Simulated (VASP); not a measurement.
Set up this calculation in VASP 6.6.1, as the native input.

```
Task                   : single point
Functional             : PBE
Potentials or basis    : VASP PAW PBE potentials, release 64 (In_d, P)
Cutoff                 : 520 eV
k mesh                 : 10 × 10 × 10
Occupations            : gaussian, width 0.02 eV
Spin                   : no spin polarisation
Dipole correction      : no
Further INCAR settings : ALGO = Normal; EDIFF = 1e-07; NBANDS = 16
```

The structure of InP lies in POSCAR:

```
InP
1.0
    0.0000000000      2.9798940147      2.9798940147
    2.9798940147      0.0000000000      2.9798940147
    2.9798940147      2.9798940147      0.0000000000
In P
1 1
Direct
    0.0000000000      0.0000000000      0.0000000000
    0.2500000000      0.2500000000      0.2500000000
```

The cell is a database's computed one.

The input as run:

INCAR

```
PREC = Accurate
ENCUT = 520
EDIFF = 1E-7
ISMEAR = 0
SIGMA = 0.02
LREAL = F
LASPH = T
NELM = 100
ALGO = Normal
ISIF = 2
LWAVE = F
LCHARG = F
GGA = PE
NBANDS = 16
```

KPOINTS

```
Automatic mesh
0
Gamma
  10 10 10
```

Potentials or basis: VASP PAW PBE potentials, release 64 (In_d, P).

Command:

```console
$ cat potpaw_PBE.64/In_d/POTCAR potpaw_PBE.64/P/POTCAR > POTCAR
$ mpirun -np 1 vasp_std > vasp.out
```

Results of the run:

```json
{
  "Pressure": "-0.1 GPa",
  "Band gap on the k mesh": "0.44 eV, direct"
}
```

Caveat: spin-orbit coupling is left out, which moves the levels of the heavy elements.

Run time: 24 s on 1 thread of AMD EPYC 9R45 96-Core Processor (Zen 5), with other jobs on the host, peak memory 0.16 GiB.
